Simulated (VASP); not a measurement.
# Sn2Ge (I4_1/amd) in VASP: single point with r2SCAN

Aim: the single point of Sn2Ge with r2SCAN.

All numbers are computed with VASP 6.6.1; they aren't measurements. Logs are shortened: lines on timing, memory, paths and dates and some standing lists are left out, and cuts for length are marked.

### 1 The structure

It takes space group I4_1/amd (No. 141, tetragonal). The conventional cell has a = 4.498 Å, b = 4.498 Å, c = 19.131 Å, α = 90.00°, β = 90.00°, γ = 90.00°. Around Sn (site symmetry 2mm) lie 2 Ge at 2.71 Å and 2 Sn at 2.84 Å. Around Ge (site symmetry -4m2) lie 4 Sn at 2.71 Å.

The cell was built by a generator and needn't be a form met in nature.

### 2 Single point, r2SCAN

File INCAR:

```
PREC     = Accurate       # precision mode
ENCUT    = 520            # plane-wave cutoff, eV
EDIFF    = 1E-6           # SCF threshold, eV
ISMEAR   = 0              # smearing method
SIGMA    = 0.1            # smearing width, eV
LREAL    = F              # projectors in reciprocal space
LASPH    = T              # aspherical terms in the spheres
NELM     = 150            # most SCF steps
ALGO     = Normal         # electronic algorithm
ISIF     = 2              # what is computed and relaxed
LWAVE    = F              # write WAVECAR
LCHARG   = F              # write CHGCAR
METAGGA  = R2SCAN         # meta-GGA
LMIXTAU  = T            
KPAR     = 8
```

File KPOINTS:

```
Automatic mesh
0
Gamma
  8 8 8
```

File POSCAR:

```
Sn2Ge
1.0
   -2.2489700000      2.2489700000      9.5655800000
    2.2489700000     -2.2489700000      9.5655800000
    2.2489700000      2.2489700000     -9.5655800000
Sn Ge
4 2
Direct
    0.0794960000      0.5794960000      0.5000000000
    0.4205040000      0.9205040000      0.5000000000
    0.3294960000      0.3294960000      0.0000000000
    0.6705040000      0.6705040000      0.0000000000
    0.0000000000      0.0000000000      0.0000000000
    0.7500000000      0.2500000000      0.5000000000
```

Potentials or basis: VASP PAW PBE potentials, release 64 (Sn_d, Ge_d).

Run with:

```console
> cat potpaw_PBE.64/Sn_d/POTCAR potpaw_PBE.64/Ge_d/POTCAR > POTCAR
> mpirun -np 8 vasp_std > vasp.out
```

OUTCAR:

```text
PREC = Accurate
   ENCUT = 520
   EDIFF = 1E-6
   ISMEAR = 0
   LREAL = F
   LASPH = T
   NELM = 150
   ISIF = 2
   METAGGA = R2SCAN

 ion  position               nearest neighbor table
   1  0.079  0.579  0.500-   5 2.71   5 2.71   4 2.84   4 2.84
   2  0.421  0.921  0.500-   5 2.71   5 2.71   3 2.84   3 2.84
   3  0.329  0.329  0.000-   6 2.71   6 2.71   2 2.84   2 2.84
   4  0.671  0.671  0.000-   6 2.71   6 2.71   1 2.84   1 2.84
   5  0.000  0.000  0.000-   1 2.71   2 2.71   1 2.71   2 2.71
   6  0.750  0.250  0.500-   3 2.71   4 2.71   3 2.71   4 2.71

  LATTYP: Found a body centered tetragonal cell.
 ALAT       =     4.4979400000
 C/A-ratio  =     4.2533159624

  Lattice vectors:

 A1 = (  -2.2489700000,   2.2489700000,   9.5655800000)
 A2 = (   2.2489700000,  -2.2489700000,   9.5655800000)
 A3 = (   2.2489700000,   2.2489700000,  -9.5655800000)

Analysis of symmetry for initial positions (statically):
=====================================================================
 Subroutine PRICEL returns:
 Original cell was already a primitive cell.

 Routine SETGRP: Setting up the symmetry group for a
 body centered tetragonal supercell.

 Subroutine GETGRP returns: Found 16 space group operations
 (whereof  8 operations were pure point group operations)
 out of a pool of 16 trial point group operations.

The static configuration has the point symmetry D_2d.
 The point group associated with its full space group is D_4h.

Analysis of symmetry for dynamics (positions and initial velocities):
=====================================================================
 Subroutine PRICEL returns:
 Original cell was already a primitive cell.

 Routine SETGRP: Setting up the symmetry group for a
 body centered tetragonal supercell.

 Subroutine GETGRP returns: Found 16 space group operations
 (whereof  8 operations were pure point group operations)
 out of a pool of 16 trial point group operations.

The dynamic configuration has the point symmetry D_2d.
 The point group associated with its full space group is D_4h.

 Subroutine INISYM returns: Found 16 space group operations
 (whereof  8 operations are pure point group operations),
 and found     1 'primitive' translations

----------------------------------------------------------------------------------------

                                     Primitive cell

  volume of cell :     193.5257

  direct lattice vectors                    reciprocal lattice vectors
    -2.248970000  2.248970000  9.565580000     0.000000000  0.222323997  0.052270746
     2.248970000 -2.248970000  9.565580000     0.222323997  0.000000000  0.052270746
     2.248970000  2.248970000 -9.565580000     0.222323997  0.222323997  0.000000000

  length of vectors
    10.080478801 10.080478801 10.080478801     0.228386056  0.228386056  0.314413612

  position of ions in fractional coordinates (direct lattice)
     0.079496000  0.579496000  0.500000000
     0.420504000  0.920504000  0.500000000
     0.329496000  0.329496000  0.000000000
     0.670504000  0.670504000  0.000000000
     0.000000000  0.000000000  0.000000000
     0.750000000  0.250000000  0.500000000

  ion indices of the primitive-cell ions
   primitive index   ion index
                 1           1
                 2           2
                 3           3
                 4           4
                 5           5
                 6           6

----------------------------------------------------------------------------------------

 KPOINTS: Automatic mesh

Automatic generation of k-mesh.
 Grid dimensions read from file:
 generate k-points for:    8    8    8

 Generating k-lattice:

  Cartesian coordinates                     Fractional coordinates (reciprocal lattice)
     0.000000000  0.027790500  0.006533843     0.125000000  0.000000000  0.000000000
     0.027790500  0.000000000  0.006533843     0.000000000  0.125000000  0.000000000
     0.027790500  0.027790500  0.000000000     0.000000000  0.000000000  0.125000000

  Length of vectors
     0.028548257  0.028548257  0.039301702

  Shift w.r.t. Gamma in fractional coordinates (k-lattice)
     0.000000000  0.000000000  0.000000000

 Subroutine IBZKPT returns following result:
 ===========================================

 Found     59 irreducible k-points:

 Following reciprocal coordinates:
            Coordinates               Weight
  0.000000  0.000000  0.000000      1.000000
  0.125000  0.000000  0.000000      8.000000
  0.250000  0.000000  0.000000      8.000000
  0.375000  0.000000  0.000000      8.000000
  0.500000  0.000000  0.000000      4.000000
  0.125000  0.125000  0.000000      8.000000
[... 16 lines left out ...]
  0.250000  0.125000  0.125000     16.000000
  0.375000  0.125000  0.125000      8.000000
 [... further k-points ...]
   k-points           NKPTS =     59   k-points in BZ     NKDIM =     59   number of bands    NBANDS=     50
   number of dos      NEDOS =    301   number of ions     NIONS =      6
   total plane-waves  NPLWV = 512000
   dimension x,y,z NGX =    80 NGY =   80 NGZ =   80
   dimension x,y,z NGXF=   160 NGYF=  160 NGZF=  160
   ions per type =               4   2
   NGX,Y,Z   is equivalent  to a cutoff of  13.19, 13.19, 13.19 a.u.
   NGXF,Y,Z  is equivalent  to a cutoff of  26.39, 26.39, 26.39 a.u.
 SYSTEM =  unknown system
   PREC   = accura    normal or accurate (medium, high low for compatibility)
   ISTART =      0    job   : 0-new  1-cont  2-samecut
   ICHARG =      2    charge: 1-file 2-atom 10-const
   ISPIN  =      1    spin polarized calculation?
   LNONCOLLINEAR =      F non collinear calculations
   LSORBIT =      F    spin-orbit coupling
   LASPH  =      T    aspherical Exc in radial PAW
   ENCUT  =  520.0 eV  38.22 Ry    6.18 a.u.  18.74 18.74 18.74*2*pi/ulx,y,z
   NELM   =    150;   NELMIN=  2; NELMDL= -5     # of ELM steps
   EDIFF  = 0.1E-05   stopping-criterion for ELM
   LREAL  =      F    real-space projection
   EDIFFG = 0.1E-04   stopping-criterion for IOM
   NSW    =      0    number of steps for IOM
   IBRION =     -1    ionic relax: 0-MD 1-quasi-New 2-CG
   NFREE  =      0    steps in history (QN), initial steepest desc. (CG)
   ISIF   =      2    stress and relaxation
   ISYM   =      2    0-nonsym 1-usesym 2-fastsym
   POTIM  = 0.5000    time-step for ionic-motion
   TEBEG  =    0.0;   TEEND  =   0.0 temperature during run
   PSTRESS=    0.0 pullay stress
   NELECT =      84.0000    total number of electrons
   NUPDOWN=      -1.0000    fix difference up-down
   EMIN   =  10.00;   EMAX   =-10.00  energy-range for DOS
   EFERMI =   0.00;   METHOD = LEGACY
   ISMEAR =     0;   SIGMA  =   0.10  broadening in eV -4-tet -1-fermi 0-gaus
   EFERMI_NEDOS =   21; number of points for ismear=-14 and -15
   IALGO  =     38    algorithm
   IMIX   =      4    mixing-type and parameters
     AMIX     =   0.40;   BMIX     =  1.00
     AMIX_MAG =   1.60;   BMIX_MAG =  1.00
  volume/ion in A,a.u.               =      32.25       217.66
  Fermi-wavevector in a.u.,A,eV,Ry     =   1.239524  2.342361 20.904270  1.536421
  Thomas-Fermi vector in A             =   2.374004
   LORBIT       =      0    0 simple, 1 ext, 2 COOP (PROOUT), +10 PAW based schemes
   METAGGA = R2SCAN    functional components
   LHFCALC =     F    Hartree Fock is set to
   AEXX    =    0.0000 exact exchange contribution
   IVDW    =     0    specifies the selected vdW correction
   LEPSILON=     F    determine dielectric tensor
   LRPA    =     F    only Hartree local field effects (RPA)
 non-spin polarized calculation
 Gauss-broadening in eV      SIGMA  =   0.10
  energy-cutoff  :      520.00
  volume of cell :      193.53
 maximum number of plane-waves:      5247
 NGX is ok and might be reduce to    80
   NGX = 37   NGY = 37   NGZ = 37

 number of electron      83.9999988 magnetization

 Free energy of the ion-electron system (eV)
  ---------------------------------------------------
  ext. energy  EPLUGINS =         0.00000000
  ---------------------------------------------------
  free energy    TOTEN  =      -126.40888722 eV

  energy without entropy =     -126.40606364  energy(sigma->0) =     -126.40747543

 E-fermi :   4.7383     XC(G=0):  -9.6188

 val. band max:        4.7153509817   @ k =   0.5000   0.0000   0.0000
 cond. band min:       4.7438790549   @ k =  -0.1250  -0.1250   0.1250
 fundamental gap:      0.0285280732
 Fermi energy:         4.7383498373

 k-point     1 :       0.0000    0.0000    0.0000
  band No.  band energies     occupation
      1     -20.5806      2.00000
      2     -20.5806      2.00000
      3     -20.5787      2.00000
      4     -20.5787      2.00000
      5     -20.5787      2.00000
      6     -20.5787      2.00000
[... 42 lines left out ...]
     49       7.1368      0.00000
     50       7.4428      0.00000

 k-point     2 :       0.1250    0.0000    0.0000
  band No.  band energies     occupation
      1     -20.5808      2.00000
      2     -20.5807      2.00000
      3     -20.5788      2.00000
      4     -20.5787      2.00000
      5     -20.5787      2.00000
      6     -20.5786      2.00000
[... 42 lines left out ...]
     49       7.3639      0.00000
     50       8.0285      0.00000

 k-point     3 :       0.2500    0.0000    0.0000
  band No.  band energies     occupation
      1     -20.5810      2.00000
      2     -20.5810      2.00000
      3     -20.5789      2.00000
      4     -20.5788      2.00000
      5     -20.5787      2.00000
      6     -20.5787      2.00000
[... 42 lines left out ...]
     49       8.3437      0.00000
     50       9.0114      0.00000

 k-point     4 :       0.3750    0.0000    0.0000
  band No.  band energies     occupation
      1     -20.5810      2.00000
      2     -20.5810      2.00000
      3     -20.5790      2.00000
      4     -20.5790      2.00000
      5     -20.5789      2.00000
      6     -20.5789      2.00000
[... 999 lines left out ...]
 k-point    23 :       0.2500    0.1250    0.1250
  band No.  band energies     occupation
      1     -20.5814      2.00000
      2     -20.5813      2.00000
      3     -20.5793      2.00000
      4     -20.5792      2.00000
      5     -20.5788      2.00000
      6     -20.5788      2.00000
[... 42 lines left out ...]
     49       9.5071      0.00000
     50       9.6154      0.00000

 k-point    24 :       0.3750    0.1250    0.1250
  band No.  band energies     occupation
      1     -20.5813      2.00000
      2     -20.5812      2.00000
      3     -20.5793      2.00000
      4     -20.5792      2.00000
      5     -20.5791      2.00000
      6     -20.5790      2.00000
[... 42 lines left out ...]
     49       9.5090      0.00000
     50       9.6438      0.00000

 [... further k-points ...]

------------------------ aborting loop because EDIFF is reached ----------------------------------------

  FORCE on cell =-STRESS in cart. coord.  units (eV):
  Direction    XX          YY          ZZ          XY          YZ          ZX
  --------------------------------------------------------------------------------------
  -------------------------------------------------------------------------------------
  Total       -2.2485863     -2.2485863     -2.2057703      0.0000000      0.0000000     -0.0000000
  in kB      -18.6157918    -18.6157918    -18.2613232      0.0000000      0.0000000     -0.0000000
  external PRESSURE =     -18.4976356 kB  Pullay stress =       0.0000000 kB

 VOLUME and BASIS-vectors are now :
 -----------------------------------------------------------------------------
  energy-cutoff  :      520.00
  volume of cell :      193.53
      direct lattice vectors                 reciprocal lattice vectors
    -2.248970000  2.248970000  9.565580000     0.000000000  0.222323997  0.052270746
     2.248970000 -2.248970000  9.565580000     0.222323997  0.000000000  0.052270746
     2.248970000  2.248970000 -9.565580000     0.222323997  0.222323997  0.000000000

 POSITION                                       TOTAL-FORCE (eV/Angst)
 -----------------------------------------------------------------------------------
      2.24897      0.00000      1.52085         0.000000      0.000000      0.028813
      2.24897      0.00000      8.04473         0.000000      0.000000     -0.028813
      0.00000      0.00000      6.30364        -0.000000     -0.000000      0.028813
      0.00000      0.00000     12.82752        -0.000000     -0.000000     -0.028813
      0.00000      0.00000      0.00000         0.000000     -0.000000     -0.000000
      0.00000      2.24897      4.78279         0.000000      0.000000     -0.000000
 -----------------------------------------------------------------------------------
    total drift:                                0.000000     -0.000000      0.000000

  FREE ENERGIE OF THE ION-ELECTRON SYSTEM (eV)
  ---------------------------------------------------
  free  energy   TOTEN  =      -126.4088872236 eV

  energy  without entropy=     -126.4060636415  energy(sigma->0) =     -126.40747543
```

Wall time 57 min (8 MPI ranks of Intel Xeon Platinum 8488C (Sapphire Rapids), shared host); peak memory 1.4 GiB.

Results:

```yaml
Free_energy: -126.4089 eV
Pressure: -1.8 GPa
Largest_force: 0.029 eV/Å
Band_gap_on_the_k_mesh: none (metal or under the smearing width)
```

Forces in eV/Å, atoms in the order of the input:
```
Sn   0.000  0.000  0.029
Sn   0.000  0.000 -0.029
Sn   0.000  0.000  0.029
Sn   0.000  0.000 -0.029
Ge   0.000  0.000  0.000
Ge   0.000  0.000  0.000
```

Caveat: the PAW data sets were made with another functional, which shifts forces and pressure a little.
